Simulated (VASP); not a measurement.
# SnSe2 (P-3m1) in VASP: notebook

Runs on SnSe2. Level: LDA. Tasks: single point.

Program: VASP 6.6.1. These are calculated values, not measurements. Logs are shortened: lines on timing, memory, paths and dates and some standing lists are left out, and cuts for length are marked.

### 1 Starting point

Symmetry: P-3m1, No. 164, trigonal system. Conventional cell: a = 3.811 Å, b = 3.811 Å, c = 6.136 Å, α = 90.00°, β = 90.00°, γ = 120.00°. Around Sn (site symmetry -3m) lie 6 Se at 2.68 Å. Se (site symmetry 3m) has 3 Sn at 2.68 Å as nearest neighbours.

### 2 Single point, LDA

Contents of INCAR:

```
SYSTEM = SnSe2
PREC     = Accurate       ! precision mode
ENCUT    = 450            ! plane-wave cutoff, eV
EDIFF    = 1E-7           ! SCF threshold, eV
ISMEAR   = 0              ! smearing method
SIGMA    = 0.05           ! smearing width, eV
LREAL    = .False.        ! projectors in reciprocal space
LASPH    = .False.        ! aspherical terms in the spheres
NELM     = 100            ! most SCF steps
ALGO     = Normal         ! electronic algorithm
ISIF     = 2              ! what is computed and relaxed
LWAVE    = .False.        ! write WAVECAR
LCHARG   = .False.        ! write CHGCAR
NBANDS   = 20             ! bands
ADDGRID  = .False.
```

Contents of KPOINTS:

```
regular mesh
0
Gamma
  5 5 3
  0 0 0
```

Contents of POSCAR:

```
SnSe2
1.0
    3.8110000000      0.0000000000      0.0000000000
   -1.9055000000      3.3004228138      0.0000000000
    0.0000000000      0.0000000000      6.1360000000
Sn Se
1 2
Direct
    0.0255860000      0.0074750000      0.0043360000
    0.6613810000      0.3516810000      0.7467700000
    0.3595740000      0.6870860000      0.2661230000
```

Potentials or basis: VASP PAW LDA potentials, release 64 (Sn_d, Se).

Command:

```
> cat potpaw_LDA.64/Sn_d/POTCAR potpaw_LDA.64/Se/POTCAR > POTCAR
> mpirun -np 1 vasp_std > vasp.out
```

OUTCAR:

```text
SYSTEM = SnSe2
   PREC = Accurate
   ENCUT = 450
   EDIFF = 1E-7
   ISMEAR = 0
   LREAL = .False.
   LASPH = .False.
   NELM = 100
   ISIF = 2

 Found     38 irreducible k-points:

 Following reciprocal coordinates:
            Coordinates               Weight
  0.000000  0.000000  0.000000      1.000000
  0.200000 -0.000000  0.000000      2.000000
  0.000000  0.200000  0.000000      2.000000
 -0.200000  0.200000  0.000000      2.000000
  0.400000 -0.000000  0.000000      2.000000
  0.000000  0.400000  0.000000      2.000000
   k-points           NKPTS =     38   k-points in BZ     NKDIM =     38   number of bands    NBANDS=     20
   number of dos      NEDOS =    301   number of ions     NIONS =      3
   total plane-waves  NPLWV =  32928
   dimension x,y,z NGX =    28 NGY =   28 NGZ =   42
   dimension x,y,z NGXF=    56 NGYF=   56 NGZF=   84
   ions per type =               1   2
   NGX,Y,Z   is equivalent  to a cutoff of  12.21, 12.21, 11.38 a.u.
   NGXF,Y,Z  is equivalent  to a cutoff of  24.43, 24.43, 22.76 a.u.
 SYSTEM =  SnSe2
   PREC   = accura    normal or accurate (medium, high low for compatibility)
   ISTART =      0    job   : 0-new  1-cont  2-samecut
   ICHARG =      2    charge: 1-file 2-atom 10-const
   ISPIN  =      1    spin polarized calculation?
   LNONCOLLINEAR =      F non collinear calculations
   LSORBIT =      F    spin-orbit coupling
   LASPH  =      F    aspherical Exc in radial PAW
   ENCUT  =  450.0 eV  33.07 Ry    5.75 a.u.   6.59  6.59 10.61*2*pi/ulx,y,z
   NELM   =    100;   NELMIN=  2; NELMDL= -5     # of ELM steps
   EDIFF  = 0.1E-06   stopping-criterion for ELM
   LREAL  =      F    real-space projection
   EDIFFG = 0.1E-05   stopping-criterion for IOM
   NSW    =      0    number of steps for IOM
   IBRION =     -1    ionic relax: 0-MD 1-quasi-New 2-CG
   NFREE  =      0    steps in history (QN), initial steepest desc. (CG)
   ISIF   =      2    stress and relaxation
   ISYM   =      2    0-nonsym 1-usesym 2-fastsym
   POTIM  = 0.5000    time-step for ionic-motion
   TEBEG  =    0.0;   TEEND  =   0.0 temperature during run
   PSTRESS=    0.0 pullay stress
   NELECT =      26.0000    total number of electrons
   NUPDOWN=      -1.0000    fix difference up-down
   EMIN   =  10.00;   EMAX   =-10.00  energy-range for DOS
   EFERMI =   0.00;   METHOD = LEGACY
   ISMEAR =     0;   SIGMA  =   0.05  broadening in eV -4-tet -1-fermi 0-gaus
   EFERMI_NEDOS =   21; number of points for ismear=-14 and -15
   IALGO  =     38    algorithm
   IMIX   =      4    mixing-type and parameters
     AMIX     =   0.40;   BMIX     =  1.00
     AMIX_MAG =   1.60;   BMIX_MAG =  1.00
  volume/ion in A,a.u.               =      25.73       173.61
  Fermi-wavevector in a.u.,A,eV,Ry     =   1.139116  2.152617 17.654722  1.297585
  Thomas-Fermi vector in A             =   2.275820
   LORBIT       =      0    0 simple, 1 ext, 2 COOP (PROOUT), +10 PAW based schemes
   GGA     = CA    functional components
   LHFCALC =     F    Hartree Fock is set to
   AEXX    =    0.0000 exact exchange contribution
   IVDW    =     0    specifies the selected vdW correction
   LEPSILON=     F    determine dielectric tensor
   LRPA    =     F    only Hartree local field effects (RPA)
 non-spin polarized calculation
 Gauss-broadening in eV      SIGMA  =   0.05
  energy-cutoff  :      450.00
  volume of cell :       77.18
 maximum number of plane-waves:      1701
 NGX is ok and might be reduce to    28
   NGX = 13   NGY = 13   NGZ = 21

 number of electron      26.0000001 magnetization

 Free energy of the ion-electron system (eV)
  ---------------------------------------------------
  ext. energy  EPLUGINS =         0.00000000
  ---------------------------------------------------
  free energy    TOTEN  =       -13.70104210 eV

  energy without entropy =      -13.70104210  energy(sigma->0) =      -13.70104210

 E-fermi :   4.3642     XC(G=0):  -9.8230

 val. band max:        4.1590642750   @ k =   0.2000  -0.0000   0.0000
 cond. band min:       4.5685449143   @ k =   0.4000  -0.4000   0.3333
 fundamental gap:      0.4094806393
 Fermi energy:         4.3641522788

 k-point     1 :       0.0000    0.0000    0.0000
  band No.  band energies     occupation
      1     -17.0603      2.00000
      2     -17.0563      2.00000
      3     -17.0168      2.00000
      4     -17.0058      2.00000
      5     -17.0046      2.00000
      6      -9.7493      2.00000
[... 12 lines left out ...]
     19      13.0712      0.00000
     20      13.2536      0.00000

 k-point     2 :       0.2000   -0.0000    0.0000
  band No.  band energies     occupation
      1     -17.0779      2.00000
      2     -17.0436      2.00000
      3     -17.0170      2.00000
      4     -17.0035      2.00000
      5     -17.0012      2.00000
      6      -9.3656      2.00000
[... 12 lines left out ...]
     19      12.0403      0.00000
     20      13.4698      0.00000

 k-point     3 :       0.0000    0.2000    0.0000
  band No.  band energies     occupation
      1     -17.0739      2.00000
      2     -17.0473      2.00000
      3     -17.0152      2.00000
      4     -17.0058      2.00000
      5     -17.0008      2.00000
      6      -9.3648      2.00000
[... 12 lines left out ...]
     19      12.1307      0.00000
     20      13.4697      0.00000

 k-point     4 :      -0.2000    0.2000    0.0000
  band No.  band energies     occupation
      1     -17.0736      2.00000
      2     -17.0467      2.00000
      3     -17.0147      2.00000
      4     -17.0066      2.00000
      5     -17.0011      2.00000
      6      -9.3669      2.00000
[... 12 lines left out ...]
     19      12.1946      0.00000
     20      13.4933      0.00000

 k-point     5 :       0.4000   -0.0000    0.0000
  band No.  band energies     occupation
      1     -17.1097      2.00000
      2     -17.0343      2.00000
      3     -17.0288      2.00000
      4     -16.9880      2.00000
      5     -16.9811      2.00000
      6      -8.4487      2.00000
[... 12 lines left out ...]
     19      13.5745      0.00000
     20      14.5195      0.00000

 k-point     6 :       0.0000    0.4000    0.0000
  band No.  band energies     occupation
      1     -17.1046      2.00000
      2     -17.0379      2.00000
      3     -17.0270      2.00000
      4     -16.9904      2.00000
      5     -16.9815      2.00000
      6      -8.4319      2.00000
[... 12 lines left out ...]
     19      13.5925      0.00000
     20      14.4294      0.00000

 [... further k-points ...]

------------------------ aborting loop because EDIFF is reached ----------------------------------------

  FORCE on cell =-STRESS in cart. coord.  units (eV):
  Direction    XX          YY          ZZ          XY          YZ          ZX
  --------------------------------------------------------------------------------------
  -------------------------------------------------------------------------------------
  Total       -0.3693202     -0.4005250     -0.7380467      0.0750761     -0.1033883     -0.5019847
  in kB       -7.6668986     -8.3146961    -15.3214732      1.5585421     -2.1462894    -10.4209462
  external PRESSURE =     -10.4343560 kB  Pullay stress =       0.0000000 kB

 VOLUME and BASIS-vectors are now :
 -----------------------------------------------------------------------------
  energy-cutoff  :      450.00
  volume of cell :       77.18
      direct lattice vectors                 reciprocal lattice vectors
     3.811000000  0.000000000  0.000000000     0.262398321  0.151495741  0.000000000
    -1.905500000  3.300422814  0.000000000     0.000000000  0.302991482  0.000000000
     0.000000000  0.000000000  6.136000000     0.000000000  0.000000000  0.162972621

 POSITION                                       TOTAL-FORCE (eV/Angst)
 -----------------------------------------------------------------------------------
      0.08326      0.02467      0.02661        -0.374645      0.111473      0.274048
      1.85039      1.16070      4.58218         0.388896     -0.023506      0.003996
      0.06109      2.26767      1.63293        -0.014251     -0.087967     -0.278044
 -----------------------------------------------------------------------------------
    total drift:                               -0.000095     -0.000175      0.000405

  FREE ENERGIE OF THE ION-ELECTRON SYSTEM (eV)
  ---------------------------------------------------
  free  energy   TOTEN  =       -13.7010421031 eV

  energy  without entropy=      -13.7010421030  energy(sigma->0) =      -13.70104210
```

Run time: 21 s. Hardware: 1 thread of Intel Xeon 6975P-C (Granite Rapids), shared host; peak memory 0.17 GiB.

These settings aren't checked as converged: the numbers below hold their error.

Results:

```yaml
Free_energy: -13.7010 eV
Pressure: -1.0 GPa
Largest_force: 0.477 eV/Å
Band_gap_on_the_k_mesh: 0.41 eV, indirect (least direct gap 0.86 eV)
```

Caveat: spin-orbit coupling is left out, which moves the levels of the heavy elements; an odd mesh through Γ misses points on the zone boundary, where band edges often lie.

### 3 Single point, LDA

Contents of INCAR:

```
SYSTEM = SnSe2
PREC     = Normal         ! precision mode
ENCUT    = 450            ! plane-wave cutoff, eV
EDIFF    = 1E-4           ! SCF threshold, eV
ISMEAR   = 0              ! smearing method
SIGMA    = 0.05           ! smearing width, eV
LREAL    = Auto         
LASPH    = .True.         ! aspherical terms in the spheres
NELM     = 100            ! most SCF steps
ALGO     = Normal         ! electronic algorithm
ISIF     = 2              ! what is computed and relaxed
LWAVE    = .False.        ! write WAVECAR
LCHARG   = .False.        ! write CHGCAR
NBANDS   = 20             ! bands
ADDGRID  = .False.
```

KPOINTS is that of step 2.

Contents of POSCAR:

```
SnSe2
1.0
    3.8110000000      0.0000000000      0.0000000000
   -1.9055000000      3.3004228138      0.0000000000
    0.0000000000      0.0000000000      6.1360000000
Sn Se
1 2
Direct
    0.0000000000      0.0000000000      0.0000000000
    0.6666666667      0.3333333333      0.7510000000
    0.3333333333      0.6666666667      0.2490000000
```

Potentials or basis: VASP PAW LDA potentials, release 64 (Sn_d, Se).

Command:

```
> cat potpaw_LDA.64/Sn_d/POTCAR potpaw_LDA.64/Se/POTCAR > POTCAR
> mpirun -np 1 vasp_std > vasp.out
```

OUTCAR:

```text
SYSTEM = SnSe2
   PREC = Normal
   ENCUT = 450
   EDIFF = 1E-4
   ISMEAR = 0
   LREAL = Auto
   LASPH = .True.
   NELM = 100
   ISIF = 2

 Found     12 irreducible k-points:

 Following reciprocal coordinates:
            Coordinates               Weight
  0.000000  0.000000  0.000000      1.000000
  0.200000 -0.000000  0.000000      6.000000
  0.400000 -0.000000  0.000000      6.000000
[... 218 lines left out ...]

  FORCE on cell =-STRESS in cart. coord.  units (eV):
  Direction    XX          YY          ZZ          XY          YZ          ZX
  --------------------------------------------------------------------------------------
  -------------------------------------------------------------------------------------
  Total        0.3774200      0.3774200      1.0233644      0.0000000      0.0000000      0.0000000
  in kB        7.8350462      7.8350462     21.2445233      0.0000000      0.0000000      0.0000000
  external PRESSURE =      12.3048719 kB  Pullay stress =       0.0000000 kB

 VOLUME and BASIS-vectors are now :
 -----------------------------------------------------------------------------
  energy-cutoff  :      450.00
  volume of cell :       77.18
      direct lattice vectors                 reciprocal lattice vectors
     3.811000000  0.000000000  0.000000000     0.262398321  0.151495741  0.000000000
    -1.905500000  3.300422814  0.000000000     0.000000000  0.302991482  0.000000000
     0.000000000  0.000000000  6.136000000     0.000000000  0.000000000  0.162972621

 POSITION                                       TOTAL-FORCE (eV/Angst)
 -----------------------------------------------------------------------------------
      0.00000      0.00000      0.00000        -0.000000      0.000000      0.000000
      1.90550      1.10014      4.60814         0.000000      0.000000     -0.456004
     -0.00000      2.20028      1.52786        -0.000000      0.000000      0.456004
 -----------------------------------------------------------------------------------
    total drift:                                0.000000      0.000000     -0.000000

  FREE ENERGIE OF THE ION-ELECTRON SYSTEM (eV)
  ---------------------------------------------------
  free  energy   TOTEN  =       -13.7172872851 eV

  energy  without entropy=      -13.7172872851  energy(sigma->0) =      -13.71728729
```

OSZICAR:

```text
N       E                     dE             d eps       ncg     rms          rms(c)
DAV:   1     0.191594567193E+03    0.19159E+03   -0.10950E+04   484   0.133E+03
DAV:   2     0.850838929537E+01   -0.18309E+03   -0.17583E+03   500   0.361E+02
DAV:   3    -0.132810336162E+02   -0.21789E+02   -0.21380E+02   604   0.111E+02
DAV:   4    -0.140216466336E+02   -0.74061E+00   -0.73976E+00   536   0.217E+01
DAV:   5    -0.140400104948E+02   -0.18364E-01   -0.18362E-01   684   0.362E+00    0.536E+00
DAV:   6    -0.137574831037E+02    0.28253E+00   -0.48670E-01   704   0.744E+00    0.342E+00
DAV:   7    -0.137210613972E+02    0.36422E-01   -0.15688E-01   600   0.246E+00    0.940E-01
DAV:   8    -0.137175332652E+02    0.35281E-02   -0.11992E-02   648   0.109E+00    0.281E-01
DAV:   9    -0.137172909991E+02    0.24227E-03   -0.12141E-03   572   0.252E-01    0.842E-02
DAV:  10    -0.137172872851E+02    0.37140E-05   -0.78946E-05   352   0.624E-02
   1 F= -.13717287E+02 E0= -.13717287E+02  d E =-.111721E-16
```

stdout:

```text
POSCAR found type information on POSCAR SnSe
 POSCAR found :  2 types and       3 ions
 scaLAPACK will be used
 -----------------------------------------------------------------------------
|                                                                             |
|                                                                             |
|     You have a (more or less) 'small supercell' and for smaller cells       |
|     it is recommended to use the reciprocal-space projection scheme!        |
|     The real-space optimization is not efficient for small cells and it     |
|     is also less accurate ...                                               |
|     Therefore, set LREAL=.FALSE. in the INCAR file.                         |
|                                                                             |
 -----------------------------------------------------------------------------

 LDA part: xc-table for (Slater(with rela. corr.)+CA(PZ))
 , standard interpolation
 POSCAR, INCAR and KPOINTS ok, starting setup
 FFT: planning ... GRIDC
 FFT: planning ... GRID_SOFT
 FFT: planning ... GRID
 WAVECAR not read
 entering main loop
```

Wall time 4.2 s (1 thread of Intel Xeon 6975P-C (Granite Rapids), shared host); peak memory 0.13 GiB.

The run converged, but some of its settings lie outside the range that counts as converged, so its numbers aren't taken as properties of the crystal.

Results:

- Free energy: -13.7173 eV
- Pressure: 1.2 GPa
- Largest force: 0.456 eV/Å
- Band gap on the k mesh: 0.66 eV, indirect (least direct gap 0.89 eV)

Caveat: spin-orbit coupling is left out, which moves the levels of the heavy elements; an odd mesh through Γ misses points on the zone boundary, where band edges often lie.

### 4 Single point, LDA

INCAR is that of step 3.

KPOINTS is that of step 3.

Contents of POSCAR:

```
SnSe2
1.0
    3.8110000000      0.0000000000      0.0000000000
   -1.9055000000      3.3004228138      0.0000000000
    0.0000000000      0.0000000000      6.1360000000
Sn Se
1 2
Direct
    0.0255860000      0.0074750000      0.0043360000
    0.6613810000      0.3516810000      0.7467700000
    0.3595740000      0.6870860000      0.2661230000
```

Command:

```
> cat potpaw_LDA.64/Sn_d/POTCAR potpaw_LDA.64/Se/POTCAR > POTCAR
> mpirun -np 1 vasp_std > vasp.out
```

Run time: 9.9 s. Hardware: 1 thread of Intel Xeon 6975P-C (Granite Rapids), shared host; peak memory 0.14 GiB.

These settings aren't checked as converged: the numbers below hold their error.

What came out:

- Free energy: -13.7023 eV
- Pressure: -1.0 GPa
- Largest force: 0.475 eV/Å
- Band gap on the k mesh: 0.41 eV, indirect (least direct gap 0.86 eV)

Caveat: spin-orbit coupling is left out, which moves the levels of the heavy elements; an odd mesh through Γ misses points on the zone boundary, where band edges often lie.

### 5 Single point, LDA

Contents of INCAR:

```
SYSTEM = SnSe2
PREC     = Accurate       ! precision mode
ENCUT    = 250            ! plane-wave cutoff, eV
EDIFF    = 1E-7           ! SCF threshold, eV
ISMEAR   = 0              ! smearing method
SIGMA    = 0.05           ! smearing width, eV
LREAL    = .False.        ! projectors in reciprocal space
LASPH    = .True.         ! aspherical terms in the spheres
NELM     = 100            ! most SCF steps
ALGO     = Normal         ! electronic algorithm
ISIF     = 2              ! what is computed and relaxed
LWAVE    = .False.        ! write WAVECAR
LCHARG   = .False.        ! write CHGCAR
NBANDS   = 20             ! bands
ADDGRID  = .False.
```

Contents of KPOINTS:

```
regular mesh
0
Gamma
  7 7 4
  0 0 0
```

Contents of POSCAR:

```
SnSe2
1.0
    3.8110000000      0.0000000000      0.0000000000
   -1.9055000000      3.3004228138      0.0000000000
    0.0000000000      0.0000000000      6.1360000000
Sn Se
1 2
Direct
    0.0000000000      0.0000000000      0.0000000000
    0.6666666667      0.3333333333      0.7510000000
    0.3333333333      0.6666666667      0.2490000000
```

Command:

```
> cat potpaw_LDA.64/Sn_d/POTCAR potpaw_LDA.64/Se/POTCAR > POTCAR
> mpirun -np 1 vasp_std > vasp.out
```

Run time: 6.4 s. Hardware: 1 thread of Intel Xeon 6975P-C (Granite Rapids), shared host; peak memory 0.13 GiB.

The run converged, but some of its settings lie outside the range that counts as converged, so its numbers aren't taken as properties of the crystal.

Results:

| Quantity | Value |
| --- | --- |
| Free energy | -13.7471 eV |
| Largest force | 0.509 eV/Å |
| Band gap on the k mesh | 0.68 eV, indirect (least direct gap 0.89 eV) |

Caveat: the cutoff is under 1.25 times the usual one of these potentials, so pressure, stress and relaxed cells hold a basis-set (Pulay) error; spin-orbit coupling is left out, which moves the levels of the heavy elements; an odd mesh through Γ misses points on the zone boundary, where band edges often lie.

### 6 Single point, LDA

INCAR is that of step 5.

KPOINTS is that of step 5.

Contents of POSCAR:

```
SnSe2
1.0
    3.8110000000      0.0000000000      0.0000000000
   -1.9055000000      3.3004228138      0.0000000000
    0.0000000000      0.0000000000      6.1360000000
Sn Se
1 2
Direct
    0.0255860000      0.0074750000      0.0043360000
    0.6613810000      0.3516810000      0.7467700000
    0.3595740000      0.6870860000      0.2661230000
```

Potentials or basis: VASP PAW LDA potentials, release 64 (Sn_d, Se).

Command:

```
> cat potpaw_LDA.64/Sn_d/POTCAR potpaw_LDA.64/Se/POTCAR > POTCAR
> mpirun -np 1 vasp_std > vasp.out
```

It took 19 s on 1 thread of Intel Xeon 6975P-C (Granite Rapids), shared host; peak memory 0.16 GiB.

These settings aren't checked as converged: the numbers below hold their error.

Results:

| Property | Result |
| --- | --- |
| Free energy | -13.7384 eV |
| Largest force | 0.482 eV/Å |
| Band gap on the k mesh | 0.50 eV, indirect (least direct gap 0.86 eV) |

Caveat: the cutoff is under 1.25 times the usual one of these potentials, so pressure, stress and relaxed cells hold a basis-set (Pulay) error; spin-orbit coupling is left out, which moves the levels of the heavy elements; an odd mesh through Γ misses points on the zone boundary, where band edges often lie.

### 7 The reference run

An earlier run on the cell as given: functional PBEsol; potentials or basis VASP PAW PBE potentials, release 64 (Sn_d, Se); cutoff 520 eV; k mesh 8 × 8 × 5; occupations fermi-dirac, width 0.05 eV; no spin polarisation.

- Pressure: 2.6 GPa
- Largest force: 0.622 eV/Å
- Band gap on the k mesh: 0.73 eV, indirect (least direct gap 1.00 eV)
